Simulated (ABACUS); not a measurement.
Mo:

```
Mo
1.0
    -1.58381    1.58381    1.58381
     1.58381   -1.58381    1.58381
     1.58381    1.58381   -1.58381
Mo
1
Direct
  0.00000 0.00000 0.00000
```

Base run:

| Quantity | Value |
| --- | --- |
| Program | ABACUS 3.10.1 |
| Functional | OLYP |
| Potentials or basis | PseudoDojo NC SR 0.5 PBE stringent |
| Cutoff | 1102 eV |
| Density cutoff | 4408 eV |
| Basis | plane waves |
| k mesh | 10 × 10 × 10 |
| Occupations | fermi-dirac, width 0.05 eV |
| Spin | no spin polarisation |

Its results: band gap on the k mesh none (metal or under the smearing width); pressure -6.7 GPa.

Q: The run is repeated on the same cell with these changes: functional from OLYP to BP86; potentials or basis from PseudoDojo NC SR 0.5 PBE stringent to PseudoDojo NC SR 0.4.1 PBE standard. What comes out?

A: Band gap on the k mesh none (metal or under the smearing width); pressure -0.8 GPa.

Caveats: the potentials were made for another functional, which shifts forces and pressure.

Not every run made on this cell is shown here.
